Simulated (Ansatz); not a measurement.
## BN: how strain makes field gradients

```yaml
crystal:
  lattice:
    - [2.50399, 0.00000, 0.00000]
    - [-1.25200, 2.16852, 0.00000]
    - [0.00000, 0.00000, 6.66120]
  atoms:
    - { symbol: B, position: [0.33333, 0.66667, 0.25000] }
    - { symbol: B, position: [0.66667, 0.33333, 0.75000] }
    - { symbol: N, position: [0.33333, 0.66667, 0.75000] }
    - { symbol: N, position: [0.66667, 0.33333, 0.25000] }
```

Atom numbers follow the list: B1, B2, N3, N4.

The conventional cell has a = 2.504 Å, b = 2.504 Å, c = 6.661 Å, α = 90.00°, β = 90.00°, γ = 120.00°. Around B (atom 1) lie 3 N at 1.45 Å. N (atom 3) has 3 B at 1.45 Å as nearest neighbours.

The cell is COD entry 9008997, as deposited and not checked against the literature; nothing was relaxed.

These are results of DFT, PBE, all-electron PAW with datasets made for the crystal, scalar-relativistic (Ansatz 0.2.0), not measurements.

Settings: a Γ-centred 11×11×4 k mesh, Fermi–Dirac smearing of 0.02 eV, cutoff 580 eV (chosen by the program for this cell), no spin polarisation.

The strain is applied along the Cartesian axes of the cell as listed (γ is the engineering shear, twice εxy = εyz = εzx). Fractional coordinates are held (clamped ions).

The columns are Cartesian components of the electric field gradient at the nuclei, in 10²¹ V/m².

Only quantities that a quadratic follows smoothly over the whole series are listed; rougher ones are left out.

```
      γ  Vxy at B1  Vxy at N3
-0.0300      -0.12      -0.53
-0.0200      -0.08      -0.35
-0.0100      -0.04      -0.18
 0.0000       0.00       0.00
 0.0200       0.08       0.36
 0.0300       0.12       0.54
```

Task: Fit the series and give the gradient–strain slopes.

Result: Least-squares fits y = p0 + p1 x + p2 x² to the rows give Vxy at B1: p1 = 4, p2 = -1.3e-15; Vxy at N3: p1 = 17.8, p2 = 6.3. The slopes p1 are in 10²¹ V/m² per unit strain, for clamped ions.

Task: One run, at γ = 0.0100, is withheld. Predict its row.

Result: The fits give 0.04, 0.18; the run gave 0.04, 0.18.
